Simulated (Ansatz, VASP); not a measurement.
# CdS (Greenockite): VASP beside Ansatz, part 2 of 2

One calculation is typed for both programs; each brings its own data sets and cutoff. How far apart do they land?

VASP 6.6.1 and Ansatz 0.2.0.

So far. Step 4 (Comparison): The walks stopped with 0.00 GPa left in Ansatz and -0.02 GPa in VASP; each walk ends within a tolerance, so the volume difference is uncertain by about these residues over the bulk modulus, most in soft cells.

The database entry behind the starting cell differs from later determinations by our own check (about 0.35 % long), so it need not match the best structure at ambient conditions.

## (5) VASP: relaxation of cell and atoms, PBE with D4

Level of this step: PBE with D4; plane waves and PAW (Cd, S) (VASP).

The relaxed volume is the usual yardstick between codes: its relative difference is about their pressure difference at one cell divided by the bulk modulus.

The input, INCAR:

```
SYSTEM = CdS
PREC = Accurate
ENCUT = 520
EDIFF = 1E-06
NELM = 100
ISMEAR = -1
SIGMA = 0.05
LREAL = .FALSE.
ALGO = Normal
GGA = PE
IVDW = 13
NBANDS = 24
LORBIT = 11
LWAVE = .FALSE.
LCHARG = .FALSE.
KPAR = 4
IBRION = 2
NSW = 60
ISIF = 3
EDIFFG = -0.01
```

The input, POSCAR:

```
CdS
1.0
    4.1500000000      0.0000000000      0.0000000000
   -2.0750000000      3.5940054257      0.0000000000
    0.0000000000      0.0000000000      6.7370000000
Cd S
2 2
Direct
    0.3333333333      0.6666666667      0.0000000000
    0.6666666667      0.3333333333      0.5000000000
    0.3333333333      0.6666666667      0.3750000000
    0.6666666667      0.3333333333      0.8750000000
```

The input, KPOINTS:

```
Automatic mesh
0
Gamma
7 7 4
0 0 0
```

The projector-augmented-wave data sets are Cd and S (PBE family, release 64).

Launch:

```
$ mpirun -np 4 vasp_std
```

Numbers of over 12 decimals in the logs are rounded to 6 here.

Log:

```text
[banner, memory and clock lines left out]
running    4 mpi-ranks, on    1 nodes
[...]
LDA part: xc-table for (Slater+PW92), standard interpolation
 POSCAR, INCAR and KPOINTS ok, starting setup
[...]
entering main loop
       N       E                     dE             d eps       ncg     rms          rms(c)
DAV:   1     0.249844306138E+03    0.24984E+03   -0.17814E+04  1152   0.138E+03
DAV:   2    -0.707313741381E+00   -0.25055E+03   -0.24335E+03  1352   0.338E+02
DAV:   3    -0.132351985832E+02   -0.12528E+02   -0.12487E+02  1440   0.772E+01
DAV:   4    -0.133534827682E+02   -0.11828E+00   -0.11826E+00  1360   0.741E+00
[...]
DAV:  12    -0.122661716062E+02   -0.47058E-04   -0.15467E-04  1248   0.659E-02    0.247E-02
DAV:  13    -0.122661753951E+02   -0.37889E-05   -0.15191E-05  1448   0.292E-02    0.690E-03
DAV:  14    -0.122661760822E+02   -0.68711E-06   -0.30454E-06  1072   0.171E-02
   1 F= -.13503852E+02 E0= -.13503852E+02  d E =-.135039E+02
[...]
DAV:   4    -0.122750519369E+02    0.53727E-03   -0.79422E-04  1368   0.212E-01    0.551E-02
DAV:   5    -0.122750263465E+02    0.25590E-04   -0.13011E-04  1368   0.115E-01    0.322E-02
DAV:   6    -0.122750258049E+02    0.54158E-06   -0.13699E-05  1384   0.289E-02    0.168E-02
DAV:   7    -0.122750257528E+02    0.52171E-07   -0.15434E-06   808   0.135E-02
   2 F= -.13505137E+02 E0= -.13505137E+02  d E =-.128489E-02
 trial-energy change:   -0.001285  1 .order   -0.001264   -0.003189    0.000660
 step:   0.8330(harm=  0.8285)  dis= 0.00265  next Energy=   -13.505192 (dE=-0.134E-02)
[...]
N       E                     dE             d eps       ncg     rms          rms(c)
DAV:   1    -0.122742083580E+02    0.81745E-03   -0.19528E-02  1152   0.111E+00    0.155E-01
DAV:   2    -0.122738784127E+02    0.32995E-03   -0.11285E-03  1384   0.367E-01    0.585E-02
DAV:   3    -0.122738256184E+02    0.52794E-04   -0.10269E-04  1328   0.822E-02    0.442E-02
DAV:   4    -0.122738161863E+02    0.94321E-05   -0.21235E-05  1368   0.348E-02    0.920E-03
DAV:   5    -0.122738165467E+02   -0.36034E-06   -0.34775E-06  1144   0.194E-02
   3 F= -.13505188E+02 E0= -.13505188E+02  d E =-.133530E-02
[...]
reached required accuracy - stopping structural energy minimisation
```

Parts of OUTCAR (step 5):

```text
  Edisp (eV):   -1.23137

  Total      -0.00930    -0.00930    -0.00755     0.00000     0.00000     0.00000
  in kB      -0.14755    -0.14755    -0.11985     0.00000     0.00000     0.00000
  external pressure =       -0.14 kB  Pullay stress =        0.00 kB

 POSITION                                       TOTAL-FORCE (eV/Angst)
 -----------------------------------------------------------------------------------
     -0.00000      2.39631      6.76417        -0.000000     -0.000000     -0.004852
      2.07526      1.19815      3.38075        -0.000000      0.000000     -0.004852
     -0.00000      2.39631      2.54023         0.000000     -0.000000      0.004852
      2.07526      1.19815      5.92365         0.000000      0.000000      0.004852
 -----------------------------------------------------------------------------------
    total drift:                               -0.000000     -0.000000     -0.000991

  FREE ENERGIE OF THE ION-ELECTRON SYSTEM (eV)
  ---------------------------------------------------
  free  energy   TOTEN  =       -13.5051877916 eV

  energy  without entropy=      -13.5051876110  energy(sigma->0) =      -13.50518770

[... 2 parts as in an earlier step ...]

[... 2 further parts left out ...]
[key lines of the parts left out:]
E-fermi :   1.7916
```

## (6) Ansatz: relaxation of cell and atoms, PBE with D4

The same cell, functional, mesh and smearing now go to Ansatz, which takes its cutoff from its data sets.

The input, input.yaml:

```yaml
crystal:
  lattice:
    - [4.15, 0.0, 0.0]
    - [-2.075, 3.5940054257, 0.0]
    - [0.0, 0.0, 6.737]
  atoms:
    - { symbol: Cd, position: [0.3333333333, 0.6666666667, 0.0] }
    - { symbol: Cd, position: [0.6666666667, 0.3333333333, 0.5] }
    - { symbol: S, position: [0.3333333333, 0.6666666667, 0.375] }
    - { symbol: S, position: [0.6666666667, 0.3333333333, 0.875] }
hamiltonian:
  xc: pbe
  pseudopotentials: { kind: paw }
  dispersion: d4
kpoints:
  mp_grid: { grid: [7, 7, 4] }
scf:
  occupations: { method: fermi_dirac, width: 0.05 }
relax:
  f_tol: 0.01
  max_steps: 60
  cell: { stress_tol: 0.05 }
output:
  forces: true
  stress: true
  write_density: true
  write_potential: true
  elf: true
  volumetric_format: npy
```

Launch:

```
$ ansatz run input.yaml --threads 4 --pin off --max-ram 9216MiB --backend cpu --events-out ev --progress --plain --runs-dir out
```

Log:

```text
[...]
Crystal: 4 atoms, lattice volume = 100.483 Å³
Basis set: ecut = 420 eV, 1973 PW (Γ), exchange–correlation on 60×60×96 points (8 copies of the dense FFT grid, shifted against one another)
Bands: 32, of which v1, the nominal top of the filled ones, is band 26 counted from 1 (25 counted from 0)
Symmetry: 12 space group operations
[...]
k-points: 24 of 196 (time reversal used)
[...]
cell:  # Å, volume = 100.3232 Å³
    - [4.142030, 0.0, 2.1568290710532468e-19]
    - [-2.071015, 3.587103, -1.0784145355266215e-19]
    - [3.501339144987159e-19, 0, 6.752188]
  atoms:
    - { symbol: Cd, position: [0.333333, 0.666667, -0.000459739] }
    - { symbol: Cd, position: [0.666667, 0.333333, 0.499540] }
    - { symbol: S, position: [0.333333, 0.666667, 0.375460] }
    - { symbol: S, position: [0.666667, 0.333333, 0.875460] }
[key lines of the parts left out:]
SCF converged after 5 iterations
Free energy (F): -18316.877164 eV
Fermi energy:    7.384614 eV
P = ⅓ Tr σ = -0.0046 GPa (-0.046 kbar)
```

It took 6.4 s on 4 threads of Arm Neoverse V2, shared host; peak memory 0.4 GiB; 21 s of CPU time.

## (7) Differences

What differs besides the data sets and the points named for the pairs above, as far as they apply: the cutoff is 420 eV in Ansatz and 520 eV in VASP; VASP leaves aspherical gradient terms in its spheres out (LASPH is not set), Ansatz keeps them. Total energies have different zeros and are not compared.

Compared:

```csv
quantity,Ansatz,VASP,difference
volume (Å³),100.32,100.95,-0.62 %
"edge a after relaxation, in the typed setting (Å)",4.142,4.151,-0.20 %
"edge c after relaxation, in the typed setting (Å)",6.752,6.767,-0.22 %
```

The walks stopped with 0.00 GPa left in Ansatz and -0.01 GPa in VASP; each walk ends within a tolerance, so the volume difference is uncertain by about these residues over the bulk modulus, most in soft cells.

## (8) What came out

```json
{
 "difference in volume (relaxation of cell and atoms, r2SCAN)": "-0.53 %",
 "difference in volume (relaxation of cell and atoms, PBE with D4)": "-0.62 %"
}
```

**Reading.** The difference in volume is -0.62 % (relaxation of cell and atoms, PBE with D4), within the 1.2 % picked in this series as the mark of a large difference, as far as the stopping tolerances let one tell. How closely two codes agree says nothing of how well the functional describes the real material.

[Lines on the potential files, build, host, timing and source positions are cut from VASP's logs without a mark.]

[Logs are printed without paths, hosts, clocks, repeated set-up lines and the standing remarks that a program may print on its own settings, such as how far it seeks lower states.]

[Hosts, paths, dates, database ids (printed as entryN), source tags and the programs' standing remarks are cut or masked in the printed files.]
